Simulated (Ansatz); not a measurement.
CdTe:

```
Te Cd
1.0
     0.00000    3.20500    3.20500
     3.20500    0.00000    3.20500
     3.20500    3.20500    0.00000
Te Cd
1 1
Cartesian
  4.8075 4.8075 4.8075
  0.0000 0.0000 0.0000
```

```yaml
Program: Ansatz 0.2.0
Task: relaxation of cell and atoms
Functional: RPBE
Dispersion: D4
Potentials_or_basis: Ansatz PAW
Cutoff: "420 eV (not typed: the program's choice for these potentials)"
k_mesh: 7 × 7 × 7
Occupations: fermi-dirac, width 0.05 eV
Spin: no spin polarisation
```

At the start: volume 32.92 Å³/atom.

**Question.** How do energy, volume and symmetry change on relaxing?

**Answer.** It ends after 5 steps and the volume is 34.60 Å³/atom (+5.1 %); space group F-43m (No. 216, to 0.05 Å).

The path:
```csv
step,energy change (eV),largest force (eV/Å),volume (Å³)
1,0.0000,0.0000,65.84
2,-0.0154,0.0000,70.91
3,-0.0205,0.0000,69.37
4,-0.0206,0.0000,69.20
5,-0.0213,0.0000,69.20
```

Final structure:
```
CELL_PARAMETERS angstrom
0.00000 3.25857 3.25857
3.25857 0.00000 3.25857
3.25857 3.25857 0.00000
ATOMIC_POSITIONS crystal
Te 0.75000 0.75000 0.75000
Cd 0.00000 0.00000 0.00000
```

Caveat: the plane-wave basis is chosen anew once the cell has moved, so the energies of steps on either side of that aren't comparable; the PAW data sets come from PBE, with cores solved anew for the run's functional, which leaves a small shift of forces and pressure.
